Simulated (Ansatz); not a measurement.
Runs of Ansatz 0.2.0 on AlO. The structure is cubic, space group Pm-3m (No. 221). Conventional cell: a = 2.769 Å, b = 2.769 Å, c = 2.769 Å, α = 90.00°, β = 90.00°, γ = 90.00°. Al (site symmetry m-3m) has 8 O at 2.40 Å as nearest neighbours. O (site symmetry m-3m) is surrounded by 8 Al at 2.40 Å. The cell was built by a generator and needn't be a form met in nature.

```csv
level,gap on the mesh (eV),pressure (GPa),relaxed volume (Å³/atom)
r2SCAN+D4,none,0.0,10.23
r2SCAN,none,0.0,10.32
r2SCAN+D3(BJ),none,0.0,10.19
r2SCAN+rVV10,none,0.0,(a)
r2SCAN+D3(BJ)-ATM,none,0.0,(b)
```

Alike in all rows: task relaxation of cell and atoms; potentials or basis Ansatz PAW; no spin polarisation; cell relaxed; k mesh 10 × 10 × 10; cutoff (eV) 500; smearing fermi-dirac 0.05 eV.

Question: Fill in the values left out.

Answer: (a) 10.26; (b) 10.22.

Caveats: the plane-wave basis is chosen anew once the cell has moved, so the energies of steps on either side of that aren't comparable; an odd number of electrons without spin polarisation forces a metal; a magnetic or distorted state may lie lower; the PAW data sets come from PBE, with cores solved anew for the run's functional, which leaves a small shift of forces and pressure; pairwise dispersion overbinds metals, which lowers pressure and volume (some runs); the dispersion damping was fitted for another functional or another form of the correction (some runs).

A gap of «none» marks a metal or a gap under the smearing width.
